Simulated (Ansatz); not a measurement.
# 2H-CrOS monolayer in a perpendicular field, part 2 of 2

What dipole does a perpendicular field induce in the 2H-CrOS monolayer, and does the gap follow? A positive field points along +c.

Ansatz 0.2.0; plane-wave DFT, PBE-D3(BJ), Ansatz PAW (set soft_1); PAW set soft_1.

So far. Step 2 (Relaxation): The lattice constant a goes from 2.842 to 2.813 Å.

### Step 3. Single point, field 0

A sawtooth potential applies the field, turning back in the middle of the vacuum. With the dipole correction the typed value is the field outside the slab. The induced dipole is small, so the SCF threshold is tight.

The cell differs from the one that the last finished run ended in (c 36.360 → 20.628 Å).

Contents of input.yaml:

```yaml
crystal:
  lattice:
    - [2.8126116997, 0.0, 0.0]
    - [-1.4063058498, 2.4357931829, 0.0]
    - [0.0, 0.0, 20.6283130947]
  atoms:
    - { symbol: S, position: [0.3333333333, 0.6666666667, 0.4362935524] }
    - { symbol: Cr, position: [0.0, 0.0, 0.5118758746] }
    - { symbol: O, position: [0.3333333333, 0.6666666667, 0.5637064476] }
kpoints:
  mp_grid: { grid: [18, 18, 1] }
  band_path:
    path: [[0, 0, 0], [0.5, 0, 0], [0.33333333, 0.33333333, 0], [0, 0, 0]]
    npoints: 16
hamiltonian:
  xc: pbe
  dispersion: d3bj
  pseudopotentials: { kind: paw, azcp: { folder: soft_1 } }
scf:
  occupations: { method: fermi_dirac, width: 0.02585 }
  convergence: { dr2_threshold: 1.0e-10 }
efield:
  axis: 3
  dipole_correction: true
  ramp_position: 0.97
  ramp_width: 0.06
  amplitude: 0
output:
  dos: { projected: true, e_range: [-6, 5] }
  write_potential: true
  write_density: true
  volumetric_format: npy
  elf: true
```

Run with:

```sh
$ ansatz run input.yaml --threads 2 --pin off --max-ram 3072MiB --backend cpu --events-out ev --progress --plain --runs-dir out
```

Numbers of over 12 decimals in the logs are rounded to 6 here.

Log:

```text
[...]
Crystal: 3 atoms, lattice volume = 141.323 Å³
Basis set: ecut = 420 eV, 2805 PW (Γ)
Bands: 17, of which v1, the nominal top of the filled ones, is band 13 counted from 1 (12 counted from 0)
Symmetry: 6 space group operations
[...]
k-points: 37 of 324 (time reversal used)
[...]
SCF iter   1: F=—  HF=-4854.173510 eV  |F-HF|=—  |Δ(HF+E_count)|=         —  Δρ=1.42e-1  dr2=3.11e1  ethr=3.10e-3  p=0.000 e·Å  D=3.31e-6 V/Å  ΔV_dip=-0.00 eV  dr2_dipole=1.86e-2  V_vac-E_F(+/−)=4.62/4.62 eV  ⟨swp⟩=11.6  Hψ=5068  notcnv=0
efield: sawtooth ramp at fractional position 0.9700 (set: `efield.ramp_position`, or a place that a band, a saddle search or an elastic batch's reference lends), width 0.0600; the density the first Hamiltonian is built on has a dipole p = 0.000 e·Å; the dipole correction subtracts the counter field D = 3.31e-6 V/Å, which shifts the + side's vacuum level by -0.00 eV against the − side's; the planar-averaged density in the ramp window peaks in size at 1.4e-5 e/Å³
[...]
SCF iter   2: F=—  HF=-4888.304561 eV  |F-HF|=—  |Δ(HF+E_count)|=    3.41e1  Δρ=4.67e-1  dr2=3.77e2  ethr=3.10e-3  p=-0.085 e·Å  D=-1.09e-1 V/Å  ΔV_dip=2.25 eV  dr2_dipole=2.85e-1  V_vac-E_F(+/−)=11.65/9.40 eV  ⟨swp⟩=5.3  Hψ=2834  notcnv=0  recentre
[...]
SCF iter  16: F=-4848.635204 eV  HF=-4848.635204 eV  |F-HF|=0.00e0  |Δ(HF+E_count)|=  1.26e-10  Δρ=9.83e-8  dr2=1.09e-11  ethr=1.00e-12  p=-0.094 e·Å  D=-1.20e-1 V/Å  ΔV_dip=2.48 eV  dr2_dipole=2.55e-13  V_vac-E_F(+/−)=6.94/4.46 eV  ⟨swp⟩=5.0  Hψ=2456  notcnv=0
SCF 1 converged in 16 iterations: F = -4848.635204 eV  dr2 = 1.09e-11
[...]
NSCF: frozen V_eff on 49 k-points
efield: sawtooth ramp at fractional position 0.9700 (kept from the solve that this one continues, or follows in the run), width 0.0600; the density the first Hamiltonian is built on has a dipole p = -0.094 e·Å; the dipole correction subtracts the counter field D = -1.20e-1 V/Å, which shifts the + side's vacuum level by +2.48 eV against the − side's; the planar-averaged density in the ramp window peaks in size at 1.5e-5 e/Å³
WARN: The output density's exchange-correlation potential varies sharply where the density is thin. Do not read a vacuum level from v_tot or v_xc, or from such a field of the output density. On a cell that repeats whose density bears no net charge and no dipole along the vacuum's axis use v_es (v_loc + v_h of the components); under efield.dipole_correction with no amplitude use v_es + v_field, which holds any externa [...]
SCF converged after 16 iterations
Free energy (F): -4848.635204 eV
[...]
Internal energy: -4848.635168 eV  (E = F + TS)
E sigma→0 (E₀):  -4848.635186 eV
Entropy (-TS):   -0.000036 eV (-0.012 meV/atom)
Fermi energy:    -1.277680 eV
Dipole field:    D = -0.120232 V/Å  (p = -0.093901 e·Å, saw-weighted, corrected)
Work function:   Φ+ = 6.9404 eV   Φ− = 4.4602 eV
Levels:          The Fermi level and band energies are counted from a zero that moves with the ramp; work functions are not
[...]
--- Band table (eV; the first three rows and the last of 37) ---
  k-point 0: bands = [... 9 lower, -4.9307, -3.1809, -3.1809, -1.4055, 0.1577, 0.1577, 1.3342, 1.3342]
  k-point 1: bands = [... 9 lower, -4.8703, -3.2773, -3.2277, -1.4468, 0.1313, 0.1789, 1.1080, 1.2890]
  k-point 2: bands = [... 9 lower, -4.7617, -3.5689, -3.3455, -1.5870, 0.0729, 0.2071, 0.6147, 1.1931]
  k-point 36: bands = [... 9 lower, -6.1250, -5.5299, -4.1212, -2.4347, -1.1386, 0.1285, 0.4091, 1.2938]
```

It took 14 s on 2 threads of Arm Neoverse V1, shared host; peak memory 0.41 GiB.

The column dr2 measures how far the density is from self-consistency, as an energy; F and HF (Harris–Foulkes) agree once it is small.

This step gave:

```
dipole along the normal            : -0.09390 e·Å
gap along the path                 : 0.2669 eV
smallest direct gap along the path : 1.296 eV
step between the vacuum levels     : 2.480 eV
ionisation energy, upper face      : 7.068 eV
electron affinity, upper face      : 6.801 eV
ionisation energy, lower face      : 4.588 eV
gap, the smaller of path and mesh  : 0.2669 eV
```

Running mean over a fixed 2.7 Å (it still follows the layers) of the planar mean; the ramp of the sawtooth is left out. Table of electron's electrostatic potential energy less the Fermi level by z:

z (Å), electron's electrostatic potential energy less the Fermi level (eV) and a bar from the least value:
```
      3.0        4.5 ##########################
      3.5        4.5 ##########################
      4.0        4.5 ##########################
      4.5        4.5 ##########################
      5.0        4.5 ##########################
      5.5        4.5 ##########################
      6.0        4.4 ##########################
      6.5        4.3 ##########################
      7.0        3.4 ########################
      7.5        0.9 ####################
      8.0       -2.3 ###############
      8.5       -4.8 ###########
      9.0       -7.5 ######
      9.5      -10.4 ##
     10.0      -11.5 
     10.5      -10.5 ##
     11.0       -8.3 #####
     11.5       -5.5 ##########
     12.0       -1.9 ################
     12.5        1.6 #####################
     13.0        4.6 ##########################
     13.5        6.5 #############################
     14.0        6.9 ##############################
     14.5        6.9 ##############################
     15.0        6.9 ##############################
     15.5        6.9 ##############################
     16.0        6.9 ##############################
     16.5        6.9 ##############################
     17.0        6.9 ##############################
     17.5        6.9 ##############################
```

The density of states has structure finer than the step of the table below, so its rows give means over 0.2 eV, whole bins alone (the curve runs from -6 to 2.13 eV). Peaks (eV: height): -5.17: 9.35, -4.43: 11.7, -4.35: 9.29, -2.97: 14.0, -2.80: 9.16, -1.23: 11.7, 0.62: 11.1.

Density of states against energy, zero at the Fermi level of the run, which the smearing sets inside the gap; means over each step:

```tsv
energy (eV)	density of states (states/eV a cell)
-5.8	1.51
-5.6	2.13
-5.4	1.26
-5.2	3.84
-5.0	3.38
-4.8	1.49
-4.6	1.61
-4.4	7.56
-4.2	2.11
-4.0	0.941
-3.8	0.862
-3.6	1.35
-3.4	1.36
-3.2	0.702
-3.0	4.82
-2.8	4.78
-2.6	1.81
-2.4	2.49
-2.2	1.80
-2.0	0.717
-1.8	0.00877
-1.6	0
-1.4	0.281
-1.2	6.60
-1.0	0.973
-0.8	0.598
-0.6	0.491
-0.4	0.458
-0.2	0.402
0.0	0
0.2	0.706
0.4	1.60
0.6	4.94
0.8	4.52
1.0	3.09
1.2	2.32
1.4	2.83
1.6	2.95
1.8	3.85
2.0	1.85
```

Projected DOS per atom over height of the atomic layer and energy from the Fermi level. Layers: S Cr O from below.

Values in states/eV, 22 rows by 3 columns, each cell a mean:
```
0.43 1.69 0.64
0.25 1.76 0.88
0.50 1.49 0.39
0.85 3.09 0.32
0.39 2.10 0.18
0.02 0.23 0.01
0.01 0.24 0.18
0.01 0.31 0.20
0.19 2.03 0.62
0.10 1.11 0.35
0.01 0.05 0.00
0.52 0.83 0.11
0.95 0.85 0.29
2.16 1.18 1.46
0.44 0.22 0.22
0.59 0.33 0.39
0.34 0.19 0.43
0.58 1.52 3.14
0.44 0.41 0.64
1.12 0.92 1.55
0.43 0.48 0.77
0.39 0.53 0.87
```
Columns: height of the atomic layer (Å) from 9 to 11.6 (not evenly spaced); rows upwards: energy from the Fermi level (eV) from -5.96 to 2.05.

The electronic bands at the labelled points (eV, zero at the Fermi level of the run, which the smearing sets inside the gap):

```tsv
point	band 10	band 11	band 12	band 13	band 14	band 15	band 16	band 17
Γ	-3.65	-1.90	-1.90	-0.13	1.44	1.44	2.61	2.61
halfway	-4.22	-2.96	-2.32	-1.03	0.76	1.19	1.67	2.49
M	-4.50	-2.97	-2.10	-1.22	0.62	0.66	2.17	2.68
halfway	-4.39	-3.79	-2.84	-1.10	0.36	1.11	1.95	2.36
K	-4.85	-4.25	-2.84	-1.16	0.14	1.41	1.69	2.57
halfway	-4.09	-3.15	-2.69	-1.09	0.62	1.03	1.54	2.42
Γ	-3.65	-1.90	-1.90	-0.13	1.44	1.44	2.61	2.61
```

Valence density in the ca plane at fractional y = 0.667, with atoms of S and O within 0.2 Å of it. It is the smooth field of the valence electrons, not physical close to the nuclei.

Ten steps, logarithmic in the rise over the least value, from '0' (0.0 e/Å³) to '9' (6.7 e/Å³), each cell a mean:
```
00000000000000000123333455332100000000000000
00000000000000000123333455332100000000000000
00000000000000000234554444444210000000000000
00000000000000001345665434677520000000000000
00000000000000001356455435899631000000000000
00000000000000001356455435899731000000000000
00000000000000001356565434687520000000000000
00000000000000000234554444454310000000000000
```
Columns run along c (16.0 Å, from fractional 0.09 to 0.86 of the cell), rows up along a (2.8 Å). Atoms in or near the plane, at fractional coordinates: S at (0.44, 0.33), O at (0.56, 0.33).

ELF in the ca plane at fractional y = 0.667, with atoms of S and O within 0.2 Å of it. It is the smooth field of the valence electrons, not physical close to the nuclei.

Ten even steps from '0' (0.00) to '9' (0.95), each cell a mean:
```
00000000000001233421221110000000000000000000
00000000000000123321221110000000000000000000
00000000000025677762112564210000000000000000
00000000001368986785126888631000000000000000
00000000002589971275247569852000000000000000
00000000002589971165247569852000000000000000
00000000001379985685137888631000000000000000
00000000000135788873113665310000000000000000
```
Columns run along c (16.0 Å, from fractional 0.15 to 0.93 of the cell), rows up along a (2.8 Å). Atoms in or near the plane, at fractional coordinates: S at (0.44, 0.33), O at (0.56, 0.33).

Electrostatic potential energy in the ca plane at fractional y = 0.667, with atoms of S and O within 0.2 Å of it. With pseudopotentials it is smooth inside the atoms' cores, unlike the true potential.

Ten even steps from '0' (-40 eV) to '9' (5 eV), each cell a mean:
```
99999999999999988876446899999999999999999999
99999999999999988876446899999999999999999999
99999999999999875677667889999999999999999999
99999999999998720147776337999999999999999999
99999999999998500017872004999999999999999999
99999999999998500016872003999999999999999999
99999999999998620037775227999999999999999999
99999999999999865577667789999999999999999999
```
Columns run along c (16.0 Å, from fractional 0.15 to 0.93 of the cell; values clipped at the 3rd and 97th percentile), rows up along a (2.8 Å). Atoms in or near the plane, at fractional coordinates: S at (0.44, 0.33), O at (0.56, 0.33).

The gap is 0.27 eV, with the valence edge 7.07 eV and the conduction edge 6.80 eV under the upper vacuum level.

### Step 4. Atoms held, field 0.1 V/Å

Edit input.yaml of step 3 so:

```diff
@@ -24,7 +24,6 @@
   dipole_correction: true
-  ramp_position: 0.97
-  ramp_width: 0.06
-  amplitude: 0
+  ramp_position: 0.9205
+  ramp_width: 0.1401
+  amplitude: 0.1
 output:
-  dos: { projected: true, e_range: [-6, 5] }
   write_potential: true
@@ -32,2 +31 @@
   volumetric_format: npy
-  elf: true
```

Log:

```text
[...]
Crystal: 3 atoms, lattice volume = 141.323 Å³
Basis set: ecut = 420 eV, 2805 PW (Γ)
Bands: 17, of which v1, the nominal top of the filled ones, is band 13 counted from 1 (12 counted from 0)
Symmetry: 6 space group operations
[...]
k-points: 37 of 324 (time reversal used)
[...]
--- Band table (eV; the first three rows and the last of 37) ---
  k-point 0: bands = [... 9 lower, -4.9188, -3.1643, -3.1643, -1.3813, 0.1782, 0.1782, 1.3463, 1.3463]
  k-point 1: bands = [... 9 lower, -4.8579, -3.2611, -3.2112, -1.4228, 0.1520, 0.1994, 1.1199, 1.3012]
  k-point 2: bands = [... 9 lower, -4.7481, -3.5542, -3.3293, -1.5637, 0.0930, 0.2274, 0.6278, 1.2056]
  k-point 36: bands = [... 9 lower, -6.1072, -5.5043, -4.1026, -2.4180, -1.1218, 0.1429, 0.4273, 1.3079]
[key lines of the parts left out:]
SCF converged after 17 iterations
Free energy (F): -4848.626615 eV
Fermi energy:    -1.257207 eV
Dipole field:    D = -0.099693 V/Å  (p = -0.077860 e·Å, saw-weighted, corrected)
```

It took 15 s on 2 threads; peak memory 0.38 GiB.

The dipole is -0.0779 e·Å, 0.0160 e·Å from its value without field, and the gap 0.260 eV.

### Step 5. Single point, field -0.1 V/Å

Edit input.yaml of step 4 so:

```diff
@@ -26,3 +26,3 @@
   ramp_width: 0.1401
-  amplitude: 0.1
+  amplitude: -0.1
 output:
```

Log:

```text
[...]
Crystal: 3 atoms, lattice volume = 141.323 Å³
Basis set: ecut = 420 eV, 2805 PW (Γ)
Bands: 17, of which v1, the nominal top of the filled ones, is band 13 counted from 1 (12 counted from 0)
Symmetry: 6 space group operations
[...]
k-points: 37 of 324 (time reversal used)
[...]
--- Band table (eV; the first three rows and the last of 37) ---
  k-point 0: bands = [... 9 lower, -4.8964, -3.1513, -3.1513, -1.3835, 0.1835, 0.1835, 1.3684, 1.3684]
  k-point 1: bands = [... 9 lower, -4.8364, -3.2472, -3.1979, -1.4246, 0.1569, 0.2047, 1.1423, 1.3231]
  k-point 2: bands = [... 9 lower, -4.7291, -3.5374, -3.3153, -1.5642, 0.0989, 0.2332, 0.6479, 1.2269]
  k-point 36: bands = [... 9 lower, -6.0966, -5.5093, -4.0935, -2.4051, -1.1092, 0.1604, 0.4371, 1.3260]
[key lines of the parts left out:]
SCF converged after 16 iterations
Free energy (F): -4848.645396 eV
Fermi energy:    -1.251889 eV
Dipole field:    D = -0.140758 V/Å  (p = -0.109933 e·Å, saw-weighted, corrected)
```

The job ended after 14 s (2 threads; peak memory 0.37 GiB; 28 s of CPU time).

The dipole is -0.110 e·Å, -0.0160 e·Å from its value without field, and the gap 0.274 eV.

### Step 6. Response, atoms held

This step: plane-wave DFT, PBE-D3(BJ), Ansatz PAW (set soft_1); response to a field along the normal, atoms held; PAW set soft_1 (Ansatz 0.2.0).

The dipoles give the slope, and the difference of two potentials shows where the field is screened.

This step gave:

```yaml
equivalent_conductor_thickness_p_eps_0ae: 4.236 Å
distance_between_the_outer_atoms: 2.628 Å
```

Table of dipole of the cell by applied field:

```tsv
applied field (V/Å)	dipole of the cell (e·Å)
-0.1000	-0.110
0.0000	-0.0939
0.1000	-0.0779
```

Local field over the applied field, running mean. From the potentials at -0.1 and 0.1 V/Å; running mean over 2.5 Å. The local field over applied field by z:

```tsv
z (Å)	local field over applied field
4.01	1.000
4.44	0.999
4.87	0.998
5.30	0.993
5.73	0.983
6.16	0.957
6.59	0.901
7.02	0.800
7.45	0.662
7.88	0.511
8.31	0.353
8.74	0.212
9.17	0.116
9.60	0.0635
10.03	0.0451
10.60	0.0761
11.03	0.150
11.46	0.261
11.89	0.399
12.32	0.556
12.75	0.707
13.18	0.835
13.61	0.927
14.04	0.972
14.47	0.990
14.90	0.997
15.33	0.999
15.76	1.000
16.19	1.000
16.62	1.000
```

Electrons, planar mean, per unit field. Induced electron density against z:

```tsv
z (Å)	induced electron density (e/Å³ per V/Å)
4.01	1.1e-6
4.44	3.3e-6
4.87	9.6e-6
5.30	2.7e-5
5.73	7.4e-5
6.16	2.0e-4
6.59	4.9e-4
7.02	0.00115
7.45	0.00239
7.88	0.00369
8.31	0.00281
8.74	7.9e-4
9.17	0.00142
9.60	-2.1e-4
10.03	-0.00119
10.60	8.3e-4
11.03	-6.5e-4
11.46	-0.00209
11.89	-0.00243
12.32	-0.00388
12.75	-0.00216
13.18	-8.7e-4
13.61	-3.1e-4
14.04	-1.1e-4
14.47	-3.6e-5
14.90	-1.2e-5
15.33	-3.7e-6
15.76	-1.2e-6
16.19	-3.9e-7
16.62	-1.5e-7
```

The smaller of the gaps on the path and on the k-mesh, counted as 0 under 0.03 eV. Table of gap by applied field:

```tsv
applied field (V/Å)	gap (eV)
-0.1000	0.274
0.0000	0.267
0.1000	0.260
```

By hand: between -0.1 and 0.1 V/Å the dipole changes by 0.03207 e·Å, a slope of 0.1604 e·Å²/V. A perfect conductor of thickness t has p = ε₀AEt, so t = 180.95 × 0.1604 / 6.851 = 4.24 Å (e/ε₀ = 180.95 V·Å, A in Å²).

The induced dipole is that of a conductor 4.24 Å thick.

### Step 7. What came out

| Quantity | Value |
| --- | --- |
| gap without field | 0.267 eV |
| ionisation energy, upper face | 7.07 eV |
| electron affinity, upper face | 6.80 eV |
| step between the vacuum levels | 2.48 eV |
| equivalent conductor thickness, atoms held | 4.24 Å |

**Reading.** The induced dipole equals that of a perfect conductor 4.24 Å thick, while the outer atoms lie 2.63 Å apart; an out-of-plane ε follows only once a thickness t is chosen, by 1 − 1/ε = 4.24 Å / t. The two faces differ: the vacuum level above lies 2.48 eV higher than the one below. The gap stays within 0.01 eV of 0.27 eV over the fields run, up to 0.1 V/Å in size. Semilocal functionals give gaps that are too small, and excitons are not included. The main runs have no spin polarisation; a magnetic state could lie lower and would change these results.

[Logs are printed without paths, hosts, clocks, repeated set-up lines and the standing remarks that a program may print on its own settings, such as how far it seeks lower states.]

[Hosts, paths, dates, database ids (printed as entryN), source tags and the programs' standing remarks are cut or masked in the printed files.]

[Maps of the electrostatic potential energy from Ansatz leave out the sawtooth potential of an applied field or a dipole correction, so their vacuum need not be flat; planar profiles and work functions include it.]

[The density of states shown here was stored with 400 of the rows of the run's finer table, so its peaks can read low, often by over a quarter, or be missed, and its means over a window can be off by a tenth or more.]
